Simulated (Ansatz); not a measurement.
Three rocksalt compounds, relaxed with r2SCAN in Ansatz. (Simulation; spin polarisation is off.)

```csv
compound,a (Å),"gap, HSE06 (eV)"
CaSe,5.935,3.00 (Γ → X)
MgSe,5.473,2.66 (Γ → X)
CaS,5.696,not needed
```

Task: What is the misfit strain of a coherent CaSe film on CaS?

Result: ε∥ = (a_sub − a_film)/a_film = (5.696 − 5.935)/5.935 = -4.03 %: the film is in compression in the plane. At this size it stays coherent for a few layers at most.

Task: By Vegard's law, which share x of MgSe in (CaSe)₁₋ₓ(MgSe)ₓ matches the substrate?

Result: (1 − x) × 5.935 + x × 5.473 = 5.696 gives x = (5.696 − 5.935)/(5.473 − 5.935) = 0.517.

Task: Without bowing, what gap would that alloy have?

Result: (1 − 0.517) × 3.00 + 0.517 × 2.66 = 2.82 eV with HSE06. Bowing would lower it by b x(1 − x) = 0.250 b.

The runs are scalar-relativistic, without spin-orbit coupling.

The meshes of the hybrids are coarse, so their gaps aren't converged to the digits shown.
